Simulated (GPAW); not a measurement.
# NaF (Villiaumite): one start, several treatments of the self-energy

Aim: compare treatments of exchange, screening and correlation for the gap of NaF (Villiaumite).

Method: PBE and many-body steps on it, plane waves, in GPAW 26.7.0.

Most raw output is cut from this account.

### Step 1. Starting point

The structure is cubic, space group Fm-3m (No. 225). The conventional cell has a = 4.640 Å, b = 4.640 Å, c = 4.640 Å, α = 90.00°, β = 90.00°, γ = 90.00°. Nearest to Na lie 6 F at 2.32 Å. Nearest to F lie 6 Na at 2.32 Å. Farther neighbours and most contacts between anions are not listed.

Coordinates:

```xyz
2
Lattice="0.0000 2.3200 2.3200 2.3200 0.0000 2.3200 2.3200 2.3200 0.0000" Properties=species:S:1:pos:R:3 pbc="T T T"
Na    0.0000    0.0000    0.0000
F     2.3200    2.3200    2.3200
```

The cell and positions come from the Crystallography Open Database and are kept as given unless a step says otherwise.

### Step 2. Empty states on the mesh, 6×6×6 mesh, 234 bands

This step: GPAW 26.7.0; DFT, PBE, plane waves, PAW.

The sums over transitions need many empty states on a uniform mesh; this step solves for them.

run.py

```python
import json
import numpy as np
from gpaw.mpi import world
from gpaw import GPAW

calc = GPAW('gs.gpw').fixed_density(kpts={'size': (6, 6, 6), 'gamma': True},
    parallel={'domain': 1, 'band': 1},
    txt='nscf.txt')
calc.diagonalize_full_hamiltonian(nbands=234)
calc.write('full.gpw', mode='all')
res = {}
kpts = calc.get_ibz_k_points()
res['kpts'] = kpts
res['eigenvalues'] = [calc.get_eigenvalues(kpt=k) for k in range(len(kpts))]
res['n_electrons'] = calc.get_number_of_electrons()

if world.rank == 0:
    with open('result.json', 'w') as f:
        json.dump(res, f, default=lambda x: x.tolist())
```

Started as:

```console
> mpirun -n 4 gpaw python run.py
```

The job ended after 6.3 s (4 MPI ranks of Arm Neoverse V2, shared host; peak memory 0.87 GiB).

This step gave:

* gap: 6.307 eV
* k of the valence top: 0, 0, 0
* k of the conduction bottom: 0, 0, 0
* least direct gap: 6.307 eV
* k points computed: 16
* lowest point of the top converged band, above the valence top: 243.9262 eV

On this mesh the gap is 6.307 eV.

### Step 3. G0W0, Godby-Needs plasmon pole

G0W0 replaces the xc potential by the self-energy, built once from these orbitals. Only a window of levels is corrected, while the sums run over the empty bands that the input names.

This step: G0W0 on PBE, plane waves, PAW.

run.py

```python
import json
import numpy as np
from gpaw.mpi import world
from gpaw.response.g0w0 import G0W0

gw = G0W0('full.gpw',
    filename='gw',
    kpts=[0],
    bands=(5, 9),
    ecut=150,
    nbands=104,
    integrate_gamma='WS',
    ppa=True)
gw.calculate()
res = {mode: {k: v for k, v in r.items() if k != 'sigma_eskwn'}
       for mode, r in gw.all_results.items()}

if world.rank == 0:
    with open('result.json', 'w') as f:
        json.dump(res, f, default=lambda x: x.tolist())
```

Started as:

```console
> mpirun -n 4 gpaw python run.py
```

The job ended after 40 s (4 MPI ranks; peak memory 1.2 GiB).

Numbers from this step:

```yaml
g0w0_gap_on_the_points_computed: 10.42 eV
least_direct_g0w0_gap_on_the_computed_points: 10.42 eV
z_at_the_valence_top: 0.8163
z_at_the_conduction_bottom: 0.9042
starting_gap_on_the_mesh: 6.307 eV
k_of_the_valence_top: 0, 0, 0
k_of_the_conduction_bottom: 0, 0, 0
```

The gap on the mesh goes from 6.31 eV to 10.42 eV, a correction of +4.11 eV.

### Step 4. One-shot HSE06

This step: one-shot HSE06 levels on PBE orbitals, plane waves, PAW.

run.py

```python
import json
import numpy as np
from gpaw.mpi import world
from gpaw.hybrids.eigenvalues import non_self_consistent_eigenvalues

dft, vxc, vxc_hyb = non_self_consistent_eigenvalues('full.gpw', 'HSE06', 5, 9, kpt_indices=[0])
res = {'dft': dft[0], 'hybrid': (dft - vxc + vxc_hyb)[0]}
if world.rank == 0:
    with open('hybrid.txt', 'w') as f:
        for k, e0, e1 in zip([0], res['dft'], res['hybrid']):
            print(k, ' '.join(f'{x:9.4f}' for x in e0), '|', ' '.join(f'{x:9.4f}' for x in e1), file=f)

if world.rank == 0:
    with open('result.json', 'w') as f:
        json.dump(res, f, default=lambda x: x.tolist())
```

Started as:

```console
> mpirun -n 4 gpaw python run.py
```

Elapsed: 3.2 s, on 4 MPI ranks; peak memory 0.5 GiB.

This step gave:

| Property | Result |
| --- | --- |
| starting gap on the mesh | 6.307 eV |
| hybrid gap on the mesh | 8.502 eV |
| least direct hybrid gap on the computed points | 8.502 eV |

### Step 5. G0W0, extrapolated in the cutoff

This step: G0W0 on PBE, plane waves, PAW.

run.py

```python
import json
import numpy as np
from gpaw.mpi import world
from gpaw.response.g0w0 import G0W0

gw = G0W0('full.gpw',
    filename='gw',
    kpts=[0],
    bands=(5, 9),
    ecut=250.0,
    integrate_gamma='WS',
    ppa=True,
    ecut_extrapolation=True)
gw.calculate()
res = {mode: {k: v for k, v in r.items() if k != 'sigma_eskwn'}
       for mode, r in gw.all_results.items()}

if world.rank == 0:
    with open('result.json', 'w') as f:
        json.dump(res, f, default=lambda x: x.tolist())
```

Started as:

```console
> mpirun -n 4 gpaw python run.py
```

Wall time 4 min (4 MPI ranks); peak memory 1.2 GiB; 16 min of CPU time.

This step gave:

- quasiparticle gap on the points computed: 10.71 eV
- least direct quasiparticle gap on the computed points: 10.71 eV
- Z at the valence top: 0.8077
- Z at the conduction bottom: 0.9026
- starting gap on the mesh: 6.307 eV
- k of the valence top: 0, 0, 0
- k of the conduction bottom: 0, 0, 0
- gaps at the cutoffs of the extrapolation: 10.52, 10.54, 10.55 eV

Against G0W0 in GPAW (6×6×6 mesh, 104 bands, screening to 150 eV, Godby-Needs plasmon pole), the gap moves by +0.287 eV.

### Step 6. One-shot Hartree-Fock

This step: one-shot Hartree-Fock levels on PBE orbitals, plane waves, PAW.

run.py

```python
import json
import numpy as np
from gpaw.mpi import world
from gpaw.hybrids.eigenvalues import non_self_consistent_eigenvalues

dft, vxc, vxc_hyb = non_self_consistent_eigenvalues('full.gpw', 'EXX', 5, 9, kpt_indices=[0])
res = {'dft': dft[0], 'hybrid': (dft - vxc + vxc_hyb)[0]}
if world.rank == 0:
    with open('hybrid.txt', 'w') as f:
        for k, e0, e1 in zip([0], res['dft'], res['hybrid']):
            print(k, ' '.join(f'{x:9.4f}' for x in e0), '|', ' '.join(f'{x:9.4f}' for x in e1), file=f)

if world.rank == 0:
    with open('result.json', 'w') as f:
        json.dump(res, f, default=lambda x: x.tolist())
```

Started as:

```console
> mpirun -n 4 gpaw python run.py
```

It took 3.3 s on 4 MPI ranks; peak memory 0.5 GiB.

This step gave:

* starting gap on the mesh: 6.307 eV
* hybrid gap on the mesh: 18.20 eV
* least direct hybrid gap on the computed points: 18.20 eV

### Step 7. G0W0, full frequency, Hilbert transform

This step: G0W0 on PBE, plane waves, PAW.

run.py

```python
import json
import numpy as np
from gpaw.mpi import world
from gpaw.response.g0w0 import G0W0

gw = G0W0('full.gpw',
    filename='gw',
    kpts=[0],
    bands=(5, 9),
    ecut=150,
    nbands=104,
    integrate_gamma='WS',
    frequencies={'type': 'nonlinear', 'domega0': 0.1, 'omega2': 15.0},
    eta=0.1,
    nblocksmax=True)
gw.calculate()
res = {mode: {k: v for k, v in r.items() if k != 'sigma_eskwn'}
       for mode, r in gw.all_results.items()}

if world.rank == 0:
    with open('result.json', 'w') as f:
        json.dump(res, f, default=lambda x: x.tolist())
```

Started as:

```console
> mpirun -n 4 gpaw python run.py
```

Wall time 74 s (4 MPI ranks); peak memory 1.3 GiB; 4.9 min of CPU time.

This step gave:

```yaml
g0w0_gap_on_the_points_computed: 10.48 eV
least_direct_g0w0_gap_on_the_computed_points: 10.48 eV
starting_gap_on_the_mesh: 6.307 eV
k_of_the_valence_top: 0, 0, 0
k_of_the_conduction_bottom: 0, 0, 0
```

Against G0W0 in GPAW (6×6×6 mesh, 104 bands, screening to 150 eV, Godby-Needs plasmon pole), the gap moves by +0.059 eV.

### Step 8. The runs together

Times are wall times on 4 MPI ranks of Arm Neoverse V2, shared host, good to a factor of about two.

```tsv
run	mesh	bands	screening cutoff (eV)	DFT gap (eV)	gap on the mesh (eV)	direct (eV)	time
G0W0, Godby-Needs plasmon pole	6×6×6	104	150	6.307	10.418	10.418	40 s
one-shot HSE06	6×6×6	-	-	6.307	8.502	8.502	3.2 s
G0W0, extrapolated in the cutoff	6×6×6	-	250	6.307	10.705	10.705	4 min
one-shot Hartree-Fock	6×6×6	-	-	6.307	18.203	18.203	3.3 s
G0W0, full frequency, Hilbert transform	6×6×6	104	150	6.307	10.477	10.477	74 s
```

### Step 9. Outcome

| Property | Result |
| --- | --- |
| G0W0, Godby-Needs plasmon pole | 10.418 eV |
| one-shot HSE06 | 8.502 eV |
| G0W0, extrapolated in the cutoff | 10.705 eV |
| one-shot Hartree-Fock | 18.203 eV |
| G0W0, full frequency, Hilbert transform | 10.477 eV |
| known limits | not at the basis limit |

In words: One-shot HSE06: −1.916 eV against G0W0, Godby-Needs plasmon pole. G0W0, extrapolated in the cutoff: +0.287 eV against G0W0, Godby-Needs plasmon pole, at other bands or cutoff, so not like for like. One-shot Hartree-Fock: +7.784 eV against G0W0, Godby-Needs plasmon pole. G0W0, full frequency, Hilbert transform: +0.059 eV against G0W0, Godby-Needs plasmon pole. Bare exchange alone opens the gap to 18.20 eV; against G0W0, correlation takes back 7.78 eV. One-shot hybrid levels are evaluated on the PBE orbitals. Bands and cutoff are finite, so the gap is not at the basis limit. The miss can reach some tenths of an eV and take either sign; the mesh is an error of its own. These stock PAW sets were not made for GW. In the G0W0 runs levels were corrected at 1 k point alone, so a gap called «on the mesh» is the least over those, and an edge elsewhere would be missed. The program warns of a poor linear fit in the extrapolation of some level, so the extrapolated values are rough.

[Paths, hosts, dates, memory and timing lines, banners, echoed tables and standing remarks are left out of the program output.]

[Logs are printed without paths, hosts, clocks, repeated set-up lines and the standing remarks that a program may print on its own settings, such as how far it seeks lower states.]

[Runs of the session that timed out or met a known fault of the program may be left out.]

[Hosts, paths, dates, database ids (printed as entryN), source tags and the programs' standing remarks are cut or masked in the printed files.]
